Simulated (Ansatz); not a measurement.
# NaH: the cell at several levels of theory

The task here is to estimate one member of a computed series from the others.

Code: Ansatz 0.2.0. PAW datasets, plane waves, zero pressure. Computed, not measured; no magnetism was allowed, and the structure may never have been made.

### The system as given

This is the cell as the run starts from it, not yet at rest; its lengths are not the crystal's.

It is hexagonal, P6_3mc (No. 186); a = 3.030 Å, c = 4.949 Å in the conventional setting, 9.84 Å³ an atom. Na has 4 H at 1.86 Å; H has 4 Na at 1.86 Å.

Structure file:

```cif
data_structure
_symmetry_space_group_name_H-M 'P6_3mc'
_symmetry_Int_Tables_number 186
_cell_length_a 3.0303
_cell_length_b 3.0303
_cell_length_c 4.9486
_cell_angle_alpha 90.000
_cell_angle_beta 90.000
_cell_angle_gamma 120.000
_cell_volume 39.35
loop_
_atom_site_label
_atom_site_type_symbol
_atom_site_symmetry_multiplicity
_atom_site_Wyckoff_symbol
_atom_site_fract_x
_atom_site_fract_y
_atom_site_fract_z
_atom_site_occupancy
Na1 Na 2 b 0.33333 0.66667 0.00000 1
H1 H 2 b 0.33333 0.66667 0.37500 1
```

The first run:

Contents of input.yaml:

```yaml
crystal:
  lattice:
    - [3.0303454105, 0.0, 0.0]
    - [-1.5151727052, 2.6243561077, 0.0]
    - [0.0, 0.0, 4.9485540553]
  atoms:
    - { symbol: Na, position: [0.3333333333, 0.6666666667, 0.0] }
    - { symbol: Na, position: [0.6666666667, 0.3333333333, 0.5] }
    - { symbol: H, position: [0.3333333333, 0.6666666667, 0.375] }
    - { symbol: H, position: [0.6666666667, 0.3333333333, 0.875] }
kpoints:
  mp_grid: { grid: [12, 12, 6] }
hamiltonian:
  xc: pbe
scf:
  occupations: { method: fermi_dirac, width: 0.02 }
relax:
  f_tol: 0.005
  cell: {}
```

On the command line:

```sh
> ansatz run input.yaml --threads 2 --pin off --max-ram 2211MiB --backend cpu --events-out ev --progress --plain --runs-dir out
```

Steps of the session up to this table: Relaxing with PBE; Relaxation with r2SCAN; PBEsol: cell and atoms; LDA: cell and atoms; Relaxation with HSE06.

One of the session's tables, all rows but one given; the rest of the session is left out.

It belongs to the step «The cells side by side». 

| level | a (Å) | c (Å) | volume (Å³/atom) |
| --- | --- | --- | --- |
| PBE | 3.972 | 4.874 | 16.646 |
| r2SCAN | 3.953 | 4.828 | 16.337 |
| PBEsol | 3.945 | 4.837 | 16.299 |
| LDA | 3.863 | 4.724 | 15.264 |
| HSE06 | ? | ? | ? |

Estimate the missing values for HSE06.

The run gave: a (Å): 3.960; c (Å): 4.838; volume (Å³/atom): 16.422. In the column «a (Å)» it lies between r2SCAN (3.953) and PBE (3.972).

From the start to the first minimum the volume moved by +69.2 %. The volume runs from LDA (least) to PBE (most), a spread of 9.1 %, or 2.9 % in length if all axes shared it alike. The meshes differ: PBE 12×12×6, r2SCAN 6×6×6, PBEsol 6×6×6, LDA 6×6×6, HSE06 6×6×4. The cell started from the wurtzite prototype, but the relaxation took it to the higher symmetry P6_3/mmc (No. 194), so the name no longer describes it.

Limits of these values: Warnings in the runs' records: structure snapped to symmetry.
